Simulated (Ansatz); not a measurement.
**Orbital-resolved density of states of I**

```
CELL_PARAMETERS angstrom
4.28268 0.00000 0.00000
-2.14134 3.70891 0.00000
0.00000 0.00000 4.88287
ATOMIC_POSITIONS crystal
I 0.33333 0.66667 0.25000
I 0.66667 0.33333 0.75000
```

Atoms are numbered in the order listed.

The structure comes from a relaxation in the same program, started in the hcp type, and has space group P6_3/mmc. Whether it is a known phase or the ground state wasn't checked.

No spin–orbit coupling, which matters for the heavy atoms here.

All numbers below come from DFT, PBE, all-electron LAPW, scalar-relativistic (Ansatz 0.2.0).

Settings: a Γ-centred 15×15×8 k mesh, Fermi–Dirac smearing of 0.05 eV, basis error target 1 meV/atom, no spin polarisation.

States per eV for one atom of each kind, in 0.4 eV bins named by their centres, from the Fermi level, projected on a minimal set of Löwdin-orthogonalised atomic shells; orbitals are real harmonics on the Cartesian axes, equal curves share a column, and empty bins are left out, as is all above 6.5 eV, near the top of the computed bands.

I1 5p:

```
# E all pz px=py
-13.1 0.02 0.01 0.00
-12.7 0.04 0.01 0.01
-12.3 0.04 0.02 0.01
-11.9 0.04 0.02 0.01
-11.5 0.01 0.01 0.00
-4.3 0.52 0.23 0.14
-3.9 1.40 0.66 0.37
-3.5 1.18 0.56 0.31
-3.1 0.82 0.31 0.25
-2.7 1.03 0.28 0.38
-2.3 1.37 0.25 0.56
-1.9 1.03 0.14 0.44
-1.5 1.23 0.24 0.50
-1.1 1.19 0.27 0.46
-0.7 0.80 0.27 0.27
-0.3 1.40 0.39 0.51
0.1 1.35 0.44 0.45
0.5 1.30 0.76 0.27
0.9 0.14 0.09 0.02
```

I1 5s:

```
# E all
-13.5 0.05
-13.1 0.40
-12.7 0.87
-12.3 1.28
-11.9 1.55
-11.5 0.63
-11.1 0.08
-3.9 0.01
-3.5 0.02
-3.1 0.02
-2.7 0.02
-2.3 0.02
-1.9 0.01
-1.5 0.02
-1.1 0.01
-0.7 0.01
-0.3 0.01
```
